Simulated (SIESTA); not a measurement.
# CaSe (Fm-3m) in SIESTA: settings compared, part 2 of 2

SIESTA 5.4.2.

### Step 3. Optical spectrum, PBE

File CaSe.fdf:

```
SystemName                      CaSe
SystemLabel                     CaSe
NumberOfSpecies                 2
NumberOfAtoms                   2
%block ChemicalSpeciesLabel
  1  34 Se
  2  20 Ca
%endblock ChemicalSpeciesLabel

LatticeConstant                 1.0 Ang
%block LatticeVectors
     0.0000000000     2.9560000000     2.9560000000
     2.9560000000     0.0000000000     2.9560000000
     2.9560000000     2.9560000000     0.0000000000
%endblock LatticeVectors
AtomicCoordinatesFormat         Fractional
%block AtomicCoordinatesAndAtomicSpecies
     0.5000000000     0.5000000000     0.5000000000  1  Se
     0.0000000000     0.0000000000     0.0000000000  2  Ca
%endblock AtomicCoordinatesAndAtomicSpecies

%block kgrid.MonkhorstPack
    8   0   0  0.0
    0   8   0  0.0
    0   0   8  0.0
%endblock kgrid.MonkhorstPack
XC.Functional                   GGA
XC.Authors                      PBE
PAO.BasisSize                   DZP
PAO.EnergyShift                 0.003 Ry
Mesh.Cutoff                     800 Ry
OccupationFunction              FD
ElectronicTemperature           0.05 eV
MaxSCFIterations                120
SCF.MustConverge                false
SCF.Mixer.Method                Pulay
SCF.Mixer.Weight                0.25
SCF.Mixer.History               8
SCF.DM.Tolerance                5.0e-05
SCF.H.Tolerance                 1.0e-03 eV
WriteForces                     true
Charge.Mulliken                 end
OpticalCalculation              true
Optical.Energy.Minimum          0.0 eV
Optical.Energy.Maximum          30 eV
Optical.Broaden                 0.1 eV
%block Optical.Mesh
  8 8 8
%endblock Optical.Mesh
Optical.OffsetMesh              true
Optical.PolarizationType        polarized
%block Optical.Vector
  1.0 0.0 0.0
%endblock Optical.Vector
%block PAO.Basis
  Se 4
  n=4 0 2
    5.139 0.000
  n=4 1 2
    6.735 0.000
  n=3 2 2
    2.657 0.000
  n=4 2 1
    6.735
  Ca 5
  n=3 0 2
    3.547 0.000
  n=4 0 2
    9.500 0.000
  n=3 1 2
    4.081 0.000
  n=4 1 1
    9.500
  n=3 2 1
    7.000
%endblock PAO.Basis
```

Potentials or basis: PseudoDojo 0.4 standard (PBE files), DZP (energy shift 0.003 Ry; two zetas on semicore shells; d shell added on Ca).

Launch:

```console
$ siesta < CaSe.fdf > CaSe.out 2>&1
```

CaSe.out:

```text
Version         : 5.4.2

[... 6 lines left out ...]
 NOTE: Please see the manual for full details and compatibility measures.

reinit: Reading from standard input
reinit: Dumping input in INPUT_TMP.08354
************************** Dump of input data file ****************************
SystemName                      CaSe
SystemLabel                     CaSe
NumberOfSpecies                 2
NumberOfAtoms                   2
%block ChemicalSpeciesLabel
  1  34 Se
  2  20 Ca
%endblock ChemicalSpeciesLabel
LatticeConstant                 1.0 Ang
%block LatticeVectors
     0.0000000000     2.9560000000     2.9560000000
     2.9560000000     0.0000000000     2.9560000000
     2.9560000000     2.9560000000     0.0000000000
%endblock LatticeVectors
AtomicCoordinatesFormat         Fractional
%block AtomicCoordinatesAndAtomicSpecies
     0.5000000000     0.5000000000     0.5000000000  1  Se
     0.0000000000     0.0000000000     0.0000000000  2  Ca
%endblock AtomicCoordinatesAndAtomicSpecies
%block kgrid.MonkhorstPack
    8   0   0  0.0
    0   8   0  0.0
    0   0   8  0.0
%endblock kgrid.MonkhorstPack
XC.Functional                   GGA
XC.Authors                      PBE
PAO.BasisSize                   DZP
[... 760 lines left out ...]

mulliken: Atomic and Orbital Populations:

Species: Se
Atom  Qatom  Qorb
               4s      4s      4py     4pz     4px     4py     4pz     4px
               3dxy    3dyz    3dz2    3dxz    3dx2-y2 3dxy    3dyz    3dz2
               3dxz    3dx2-y2 4dxy    4dyz    4dz2    4dxz    4dx2-y2
   1 16.610   1.738   0.053   1.669   1.669   1.669  -0.092  -0.092  -0.092
              2.001   2.001   2.002   2.001   2.002  -0.001  -0.001  -0.001

             -0.001  -0.001   0.006   0.006   0.032   0.006   0.032

Species: Ca
Atom  Qatom  Qorb
               3s      3s      4s      4s      3py     3pz     3px     3py
               3pz     3px     4py     4pz     4px     3dxy    3dyz    3dz2
               3dxz    3dx2-y2
   2  9.390   1.939   0.030  -0.004   0.225   1.942   1.942   1.942   0.060
              0.060   0.060   0.200   0.200   0.200   0.061   0.061   0.205

              0.061   0.205

mulliken: Qtot =       26.000

Mulliken Atomic Populations:
Atom #   charge [q] valence [e]  Species
     1    -0.609961   16.609961  Se
     2     0.609961    9.390039  Ca
 Total     0.000000

Optical: Performing optical calculation:

Optical: Polarization type       = polarized
Optical: Minimum of energy range =   0.0000 Ry
Optical: Maximum of energy range =   2.2050 Ry
Optical: Gaussian broadening     =   0.0073 Ry
Optical: Scissor operator        =   0.0000 Ry
Optical: Number of bands         =       41
Optical: Number of electrons     =       26
Optical: BZ mesh dimensions      =    8   8   8

Optical: electric field direction
Optical:      1.00000     0.00000     0.00000

Optical: Checking f-sum rule  0.412035
Optical: For insulators and closed shell systems
Optical: this number should be close to 1 if an enough
Optical: number of unoccupied bands have been included

Job completed
```

Run time: 83 s. Hardware: 1 thread of Intel Xeon Platinum 8259CL at 2.50GHz (Skylake/Cascade Lake), shared host; peak memory 0.5 GiB.

Results:

- Free energy: -4355.8274 eV
- Pressure: 1.0 GPa
- Band gap on the k mesh: 2.09 eV, indirect (least direct gap 3.05 eV)

Dielectric function (mean over the directions given):
| energy (eV) | real part | imaginary part |
| --- | --- | --- |
| 0.30 | 4.94 | 0.00 |
| 0.80 | 5.02 | 0.00 |
| 1.30 | 5.18 | 0.00 |
| 1.80 | 5.47 | 0.00 |
| 2.30 | 5.97 | 0.00 |
| 2.80 | 7.01 | 0.00 |
| 3.30 | 8.02 | 3.33 |
| 3.80 | 7.56 | 5.73 |
| 4.30 | 4.00 | 3.88 |
| 4.80 | 2.77 | 9.87 |
| 5.30 | 4.19 | 3.57 |
| 5.80 | 1.11 | 6.21 |
| 6.30 | 0.88 | 7.36 |
| 6.80 | 0.00 | 4.14 |
| 7.30 | -1.64 | 5.17 |
| 7.80 | -2.24 | 3.71 |
| 8.30 | -0.75 | 4.17 |
| 8.80 | -1.67 | 2.02 |
| 9.30 | -0.91 | 0.58 |
| 9.80 | 0.04 | 1.25 |
| 10.40 | 0.07 | 1.37 |
| 10.90 | 0.70 | 1.24 |
| 11.40 | 0.12 | 2.16 |
| 11.90 | -0.57 | 1.76 |
| 12.40 | -0.74 | 0.84 |
| 12.90 | -0.21 | 0.59 |
| 13.40 | -0.28 | 0.52 |
| 13.90 | -0.06 | 0.36 |
| 14.40 | 0.21 | 0.45 |
| 14.90 | 0.29 | 0.32 |
| 15.40 | 0.37 | 0.45 |
| 15.90 | 0.44 | 0.38 |
| 16.40 | 0.49 | 0.30 |
| 16.90 | 0.54 | 0.35 |
| 17.40 | 0.56 | 0.26 |
| 17.90 | 0.55 | 0.12 |
| 18.40 | 0.67 | 0.11 |
| 18.90 | 0.71 | 0.17 |
| 19.40 | 0.73 | 0.17 |
| 20.00 | 0.84 | 0.14 |

Caveat: the basis holds too few empty states to meet the f-sum rule, so the spectrum is short of weight at high energy; spectra need much finer meshes, so this one isn't converged; independent-particle spectra lack excitons; the basis of atomic orbitals isn't converged, which shifts pressures, moduli and gaps.

### Step 4. Comparison with measurements

Step 2. Against the measured gap of CaSe, 3.85 eV (indirect; 2 K; a printed reference work, monograph, original work of 1988), the calculated 2.02 eV is off by -1.83 eV. Spin-orbit coupling on Se is left out. The value is that of PBEsol in an atomic basis (PseudoDojo 0.4 standard (PBEsol files), DZP (energy shift 0.003 Ry; two zetas on semicore shells; d shell added on Ca)), whose error adds to the functional's,, without temperature or zero-point motion. Semilocal functionals fall short of measured gaps as a rule.

Step 3. Measured gap of CaSe: 3.85 eV (indirect; 2 K; a printed reference work, monograph, original work of 1988). This calculation gives 2.09 eV (-1.76 eV). Spin-orbit coupling on Se is left out. The value is that of PBE in an atomic basis (PseudoDojo 0.4 standard (PBE files), DZP (energy shift 0.003 Ry; two zetas on semicore shells; d shell added on Ca)), whose error adds to the functional's, on a finite k mesh, which can miss the band edges, without temperature or zero-point motion. Semilocal functionals fall short of measured gaps as a rule.
